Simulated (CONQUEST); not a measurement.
# LiH (Fm-3m) in CONQUEST: a series of runs

One crystal, LiH, is run at these levels: BLYP, WC, PBE+D2, LDA; tasks: relaxation of cell and atoms, single point.

Program: CONQUEST 1.3. These are calculated values, not measurements. Logs are shortened: lines on timing, memory, paths and dates and some standing lists are left out, and cuts for length are marked.

## (1) Starting point

Symmetry: Fm-3m, No. 225, cubic system. Conventional cell: a = 4.073 Å, b = 4.073 Å, c = 4.073 Å, α = 90.00°, β = 90.00°, γ = 90.00°. Li (site symmetry m-3m) has 6 H at 2.04 Å as nearest neighbours. Around H (site symmetry m-3m) lie 6 Li at 2.04 Å.

## (2) Relaxation of cell and atoms, BLYP (atoms moved at random, drawn with an rms of 0.02 Å)

Input file Conquest_input:

```
IO.Title LiH
IO.Coordinates coords.dat
IO.FractionalAtomicCoords T
IO.Iprint 2
IO.Iprint_init 1
General.NumberOfSpecies 2
General.PseudopotentialType hamann
General.FunctionalType -106131
General.DifferentFunctional T
AtomMove.TypeOfRun cg
Grid.GridCutoff 120
DM.SolutionMethod diagon
Diag.MPMesh T
Diag.GammaCentred T
Diag.MPMeshX 6
Diag.MPMeshY 6
Diag.MPMeshZ 4
Diag.kT 0.00183747
minE.SCTolerance 1e-6
Diag.SmearingType 1
Diag.MPOrder 1
SC.MaxIters 100
IO.AtomChargeOutput T
AtomMove.NumSteps 25
AtomMove.WriteExtXYZ T
AtomMove.OutputFreq 1
AtomMove.WriteXSF F
AtomMove.MaxForceTol 1e-3
AtomMove.OptCell T
AtomMove.OptCellMethod 3
AtomMove.StressTolerance 0.2
AtomMove.CGLineMin safe
%block ChemicalSpeciesLabel
1 6.940 Li
2 1.010 H
%endblock
```

Input file coords.dat:

```
    5.4431661335     0.0000000000     0.0000000000
    0.0000000000     5.4431661335     0.0000000000
    0.0000000000     0.0000000000     7.6977993687
4
  0.0028245000   0.9955295000   0.9983235000 1 T T T
  0.5028245000   0.4955295000   0.4983235000 1 T T T
  0.4962875000   0.5056965000   0.9963695000 2 T T T
  0.9962875000   0.0056965000   0.4963695000 2 T T T
```

Potentials or basis: PseudoDojo NC PBE, DZP, grid cutoff 120 Ha.

On the command line:

```
$ Conquest
```

The log of the run:

```text
Simulation cell dimensions:     5.4432 a0 x     5.4432 a0 x     7.6978 a0

      Atomic coordinates (a0)
         Atom         X         Y         Z  Species
            1    0.0154    5.4188    7.6849        1
            2    2.7370    2.6972    3.8360        1
            3    2.7014    2.7526    7.6699        2
            4    5.4230    0.0310    3.8210        2

         Monkhorst-Pack mesh:   6 x   6 x   4 gamma-centred
        This calculation includes non-local pseudopotentials,
         with a maximum core radius of     10.08002921

    Job title: LiH
    Job to be run: Combined CG atomic and cell relaxation

    Ground state search:
      Support functions represented with PAO basis
      1:1 PAO to SF mapping
      Non-spin-polarised electrons
      Solving for the K matrix using diagonalisation
      Using order  1 Methfessel-Paxton smearing

    Integration grid size:     32 x   32 x   40

    Integration grid spacing:  0.170 a0 x 0.170 a0 x 0.192 a0

    Number of species:  2
    --------------------------------------------------------
    |   #  mass (au)  Charge (e)  SF Rad (a0)  NSF  Label  |
    --------------------------------------------------------
    |   1      6.940       3.000       10.392    6  Li     |
    |   2      1.010       1.000        6.928    5  H      |
    --------------------------------------------------------
          SCF tolerance:                 0.00000100
          SCF iterations:               100

    LibXC version:  6. 2. 2
    Using the GGA functional Becke 88
    Using the GGA functional Lee, Yang & Parr

           radial cut-off to be used is taken to be max PAO cut-off radius for this species:   10.080029

           greatest ang. mom. for making density from PAOs:  1

           radial cut-off to be used is taken to be max PAO cut-off radius for this species:    6.727264

           greatest ang. mom. for making density from PAOs:  1
    Minimum blocs/proc is      640. Maximum blocs/proc is      640
    set_atom_dens: In set_atomic_density, electrons :       8.000000000000
 matrix_size & matrix_size_padH =           22          22

    Screened ion int: energy:      -7.070871054076 Ha

    full_cg_run: starting relaxation with safemin line minimisation
    full_cg_run: tolerance:   0.0010Ha/a0 maximum steps:   25
      PulayMixSC: Starting Pulay mixing, A_up =  0.500 A_dn =  0.500
      PulayMixSC: Spin non-polarised calculation.
[... 281 lines left out ...]
          Proc:     0 findFermi_fixspin: Warning! Diag.NElecLess >= total number of electrons for spin channel  1 setting it equal to number of electrons, but this is slow and you may want to change it to something smaller.
          Harris-Foulkes Energy            :       -15.625483348274916 Ha
          Free Energy (E-TS)               :       -15.625481098012513 Ha
      PulayMixSC: Pulay iteration     2 residual:              0.22123E-04
          Proc:     0 findFermi_fixspin: Warning! Diag.NElecLess >= total number of electrons for spin channel  1 setting it equal to number of electrons, but this is slow and you may want to change it to something smaller.
          Harris-Foulkes Energy            :       -15.625483007199808 Ha
          Free Energy (E-TS)               :       -15.625480758273399 Ha
      PulayMixSC: Pulay iteration     3 residual:              0.81201E-06
      PulayMixSC: Reached SCF tolerance of  0.81201E-06 after      3 iterations
      | Number of electrons      =         8.000045
[... 12 lines left out ...]
          Harris-Foulkes Energy            :       -15.625483092888972 Ha
          Free Energy (E-TS)               :       -15.625480838413516 Ha
      PulayMixSC: Pulay iteration     2 residual:              0.22125E-04
          Proc:     0 findFermi_fixspin: Warning! Diag.NElecLess >= total number of electrons for spin channel  1 setting it equal to number of electrons, but this is slow and you may want to change it to something smaller.
          Harris-Foulkes Energy            :       -15.625482824571174 Ha
          Free Energy (E-TS)               :       -15.625480571125689 Ha
      PulayMixSC: Pulay iteration     3 residual:              0.80865E-06
      PulayMixSC: Reached SCF tolerance of  0.80865E-06 after      3 iterations
      | Number of electrons      =         8.000047
      | GS Energy with kT -> 0   =       -15.625481322274183 Ha
      | Free Energy as E-TS      =       -15.625480571125689 Ha
      |* Harris-Foulkes energy   =       -15.625482824571174 Ha
      |* DFT total energy        =       -15.625482824684621 Ha
      get_E_and_F: Change in energy during last step of electronic optimisation:  0.26832E-06

      safemin_full: Interpolating minimum

      PulayMixSC: Starting Pulay mixing, A_up =  0.500 A_dn =  0.500
      PulayMixSC: Spin non-polarised calculation.
          Proc:     0 findFermi_fixspin: Warning! Diag.NElecLess >= total number of electrons for spin channel  1 setting it equal to number of electrons, but this is slow and you may want to change it to something smaller.
          Harris-Foulkes Energy            :       -15.625484816557066 Ha
          Free Energy (E-TS)               :       -15.625482562156449 Ha
      PulayMixSC: Pulay iteration     1 residual:              0.26919E-04
          Proc:     0 findFermi_fixspin: Warning! Diag.NElecLess >= total number of electrons for spin channel  1 setting it equal to number of electrons, but this is slow and you may want to change it to something smaller.
          Harris-Foulkes Energy            :       -15.625484231990452 Ha
          Free Energy (E-TS)               :       -15.625481979962212 Ha
      PulayMixSC: Pulay iteration     2 residual:              0.12544E-04
          Proc:     0 findFermi_fixspin: Warning! Diag.NElecLess >= total number of electrons for spin channel  1 setting it equal to number of electrons, but this is slow and you may want to change it to something smaller.
          Harris-Foulkes Energy            :       -15.625483933175639 Ha
          Free Energy (E-TS)               :       -15.625481682393785 Ha
      PulayMixSC: Pulay iteration     3 residual:              0.46068E-06
      PulayMixSC: Reached SCF tolerance of  0.46068E-06 after      3 iterations
      | Number of electrons      =         8.000046
[... 12 lines left out ...]
      force: Maximum force :        0.00010617(Ha/a0) on atom         1 in z direction
      force: Force Residual:        0.00011077 Ha/a0
      force: Total stress:         -0.00240539     0.00287358    -0.01220533 GPa
      force: Average pressure:      0.00391238 GPa

      get_E_and_F: Change in energy during last step of electronic optimisation:  0.29881E-06

      safemin_full: exit after    3 iterations with enthalpy      -15.6254839332 Ha

      Simulation cell dimensions:     5.4048 a0 x     5.4051 a0 x     7.6416 a0

      Atomic coordinates (a0)
         Atom         X         Y         Z  Species
            1    5.4030    0.0024    7.6264        1
            2    2.7007    2.7050    3.8056        1
            3    2.7022    2.7026    7.6214        2
            4    5.4045    0.0001    3.8006        2

    GeomOpt - Iter:    2 MaxF:   0.00010617 Ha/a0 H:     -15.62548393 Ha MaxS:   0.01220533 GPa/
    Force Residual:              0.00011077 Ha/a0
    Maximum force:               0.00010617 Ha/a0
    Force tolerance:             0.00100000 Ha/a0
    Maximum stress:              0.01220533 GPa
    Stress tolerance:            0.20000000 GPa
    Change in stress:            0.08235295 GPa
    Enthalpy change:            -0.00000452 Ha
    Enthalpy tolerance:          0.00001000 Ha

    GeomOpt converged in    2 iterations
    full_cg_run: Maximum stress below threshold:            0.01220533 GPa
    full_cg_run: Maximum force below threshold:             0.00010617 Ha/a0

    BIBLIOGRAPHY: Please consider citing the following references in the conquest.bib file

    CONQUEST:         Bowler2002pt, Miyazaki2004, Nakata2020
    Basis:            Bowler2019
    DM:               Bowler:2006xr
    Pseudopotentials: Hamann2013, Bowler2019
    Cell optimisation:Pfrommer1997
    XC references from LibXC:
      C. Lee, W. Yang, and R. G. Parr.,  Phys. Rev. B 37, 785 (1988)

    Warnings written to file Conquest_warnings; please check
```

Wall time 4.2 min (1 thread of Intel Xeon at 2.60GHz (Ice Lake), shared host); peak memory 0.52 GiB.

Results:

```
Free energy                            : -425.1910 eV
Relaxed volume                         : 8.27 Å³/atom
Relaxed cell                           : a = 2.860 Å, b = 2.860 Å, c = 4.044 Å, α = 90.00°, β = 90.00°, γ = 90.00°
Space group after relaxing (to 0.05 Å) : Fm-3m (No. 225)
Energy gained by relaxing              : 0.7 meV/atom
Ionic steps                            : 3
Pressure after relaxing                : 0.0 GPa
Largest force after relaxing           : 0.007 eV/Å
Band gap on the k mesh                 : 3.45 eV
Mulliken charges                       : Li +0.41; H -0.41 e
```

Forces on the atoms (eV/Å):
```
Li   0.002 -0.003  0.005
Li   0.002 -0.003  0.005
H   -0.001  0.001  0.004
H   -0.001  0.001  0.004
```

Step by step:
```csv
step,energy change (eV),largest force (eV/Å),volume (Å³)
1,0.0000,0.0335,33.80
2,-0.0026,0.0067,32.99
3,-0.0027,0.0065,33.08
```

Final structure:
```
Li H
1.0
     2.86008    0.00000    0.00000
     0.00000    2.86024    0.00000
     0.00000    0.00000    4.04375
Li H
2 2
Cartesian
  2.8592 0.0013 4.0357
  1.4291 1.4314 2.0138
  1.4299 1.4302 4.0331
  2.8600 0.0000 2.0112
```

Caveat: the potentials were made for another functional, which shifts forces and pressure; Mulliken charges move with the basis; only the three edges of the box relax, its angles stay right; the DZP basis gives volumes some 2 % larger than converged bases do, and moduli off by several per cent; the basis of atomic orbitals isn't converged, which shifts pressures, moduli and gaps. A k mesh can miss the band edges.

(Continued in part 2 of 2.)
